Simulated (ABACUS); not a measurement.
**CoO under changes of volume**

One of the cells (9.578 Å³/atom); the others are scaled copies at fixed shape and fractional positions:

```
Co O
1.0
     1.50547    0.86918    2.43993
    -1.50547    0.86918    2.43993
     0.00000   -1.73837    2.43993
Co O
1 1
Direct
  0.00000 0.00000 0.00000
  0.50000 0.50000 0.50000
```

The cell is a database's computed one.

| Property | Result |
| --- | --- |
| Program | ABACUS 3.10.1 |
| Functional | PBE |
| Potentials or basis | PseudoDojo NC SR 0.4.1 PBE standard |
| Cutoff | 1320 eV |
| Density cutoff | 5279 eV |
| Basis | plane waves |
| k mesh | 11 × 11 × 11 |
| Occupations | fermi-dirac, width 0.05 eV |
| Spin | collinear spin, ferromagnetic start |
| Starting moments | [2.0, 0.0] μB |

```csv
volume (Å³/atom),energy over the lowest point (meV/atom),pressure (GPa),moment (μB per cell)
9.003,?,?,?
9.195,9.37,7.9,2.92
9.387,2.31,3.8,2.96
9.578,0.00,0.0,2.98
9.770,2.17,-3.5,2.99
9.961,8.42,-6.7,3.00
10.153,18.35,-9.6,3.00
```

What does the run at 9.003 Å³/atom give?

Energy over the lowest point 21.35 meV/atom; pressure 12.2 GPa; moment 2.87 μB per cell.

Worked out: A Birch-Murnaghan fit of order 3 (a polynomial in V^(-2/3)) to the other rows has its minimum at 9.58 Å³/atom with B0 = V·E''(V) = 185 GPa and B' = 3.3 at fixed shape and positions, which overstates the stiffness. It gives 21.76 meV/atom at 9.003 Å³/atom, against the run's 21.35, and -dE/dV = 12.7 GPa, against 12.2. A parabola through the other rows of the moment, of slope 0.236 μB per Å³/atom there, extrapolates to 2.88 μB, against the run's 2.87.

Energies are extrapolated to zero smearing.

Caveats: a cell with one magnetic atom can't hold antiferromagnetic order, which such compounds often take.
